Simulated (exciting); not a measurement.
A run of exciting (release sodium) is set up as follows.

The input input.xml:

```xml
<input>
  <title>Ta</title>
  <structure speciespath="./" tshift="false">
    <crystal scale="1">
      <basevect>-3.120466955072 3.120466955072 3.120466955072</basevect>
      <basevect>3.120466955072 -3.120466955072 3.120466955072</basevect>
      <basevect>3.120466955072 3.120466955072 -3.120466955072</basevect>
    </crystal>
    <species speciesfile="Ta.xml" rmt="2.3">
      <atom coord="0.000000000000 0.000000000000 0.000000000000"/>
    </species>
  </structure>
  <groundstate do="fromscratch" ngridk="11 11 11" rgkmax="9" gmaxvr="14" lmaxapw="10" lmaxmat="10" lmaxvr="8" xctype="GGA_PBE" stype="Gaussian" swidth="0.00091873" nempty="12" ValenceRelativity="iora*" epsengy="1e-05" epspot="1e-05" maxscl="60" tforce="true" outputlevel="normal"/>
</input>
```

Potentials or basis: all-electron LAPW+lo, shipped species files, valence relativity iora*.

Launch:

```sh
$ OMP_NUM_THREADS=1 exciting_smp
```

(1) What does it give for the band gap on the k mesh?

Answers

(1) none (metal or under the smearing width).
